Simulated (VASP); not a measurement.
LiCl:

```xyz
2
Lattice="0.0000 2.5421 2.5421 2.5421 0.0000 2.5421 2.5421 2.5421 0.0000" Properties=species:S:1:pos:R:3 pbc="T T T"
Li    0.0000    0.0000    0.0000
Cl    2.5421    2.5421    2.5421
```

The cell is a database's computed one.

```yaml
Program: VASP 6.6.1
Task: relaxation of cell and atoms
Functional: RPBE
Potentials_or_basis: VASP PAW PBE potentials, release 64 (Li_sv, Cl)
Cutoff: 600 eV
k_mesh: 8 × 8 × 8
Occupations: gaussian, width 0.02 eV
Spin: no spin polarisation
```

At the start: pressure 3.2 GPa; volume 16.43 Å³/atom.

Problem. Where does the relaxation end?

Solution. Over 4 steps the energy falls by 15.0 meV/atom and the volume is 18.09 Å³/atom (+10.1 %); space group Fm-3m (No. 225, to 0.05 Å).

The path:
| step | energy change (eV) | largest force (eV/Å) | pressure (GPa) | volume (Å³) |
| --- | --- | --- | --- | --- |
| 1 | 0.0000 | 0.0000 | 3.19 | 32.86 |
| 2 | -0.0226 | 0.0000 | 1.48 | 34.44 |
| 3 | -0.0284 | 0.0000 | -0.61 | 36.97 |
| 4 | -0.0300 | 0.0000 | -0.04 | 36.18 |

Final structure:
```
Li Cl
1.0
     0.00000    2.62519    2.62519
     2.62519    0.00000    2.62519
     2.62519    2.62519    0.00000
Li Cl
1 1
Direct
  0.00000 0.00000 0.00000
  0.50000 0.50000 0.50000
```

Caveat: the cutoff is under 1.25 times the usual one of these potentials, so pressure, stress and relaxed cells hold a basis-set (Pulay) error; the PAW data sets were made with another functional, which shifts forces and pressure a little.
